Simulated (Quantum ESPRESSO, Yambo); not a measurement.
Planning a run of Yambo 5.3.0 on AgCl (Fm-3m). The input:

```
HF_and_locXC
gw0
dyson
ppa
em1d
rim_cut
RandQpts= 1000000
RandGvec= 1 RL
EXXRLvcs= 74 Ry
VXCRLvcs= 296 Ry
Chimod= "HARTREE"
% BndsRnXp
 1 | 223 |
%
NGsBlkXp= 17 Ry
% LongDrXp
 1 | 1 | 1 |
%
% GbndRnge
 1 | 223 |
%
DysSolver= "n"
ExtendOut
PPAPntXp= 27.21138 eV
% QPkrange
 2 | 2 | 12 | 15 |
 1 | 1 | 12 | 15 |
%
```

```sh
OMP_NUM_THREADS=1 mpirun -n 4 yambo -F gw11.in -J gw11 -C gw11 > gw11.log
```

The stored states that it reads are on a 2×2×2 mesh. It takes space group Fm-3m (No. 225, cubic). Conventional cell: a = 5.597 Å, b = 5.597 Å, c = 5.597 Å, α = 90.00°, β = 90.00°, γ = 90.00°. Nearest to Ag lie 6 Cl at 2.80 Å. Nearest to Cl lie 6 Ag at 2.80 Å. Farther neighbours and most contacts between anions are not listed.

Question: How long will it take on 4 MPI ranks of Intel Xeon 6975P-C (Granite Rapids), shared host, and how much memory?

It took 35 s; on shared hardware allow 18 s to 71 s. Peak host memory was 1.3 GiB.

The screening grows as filled bands × empty bands × pairs of k points, times the square of the screening basis for the matrix.

[Paths, hosts, dates, memory and timing lines, banners, echoed tables and standing remarks are left out of the program output.]

[Logs are printed without paths, hosts, clocks, repeated set-up lines and the standing remarks that a program may print on its own settings, such as how far it seeks lower states.]

[Runs of the session that timed out or met a known fault of the program may be left out.]

[Hosts, paths, dates, database ids (printed as entryN), source tags and the programs' standing remarks are cut or masked in the printed files.]
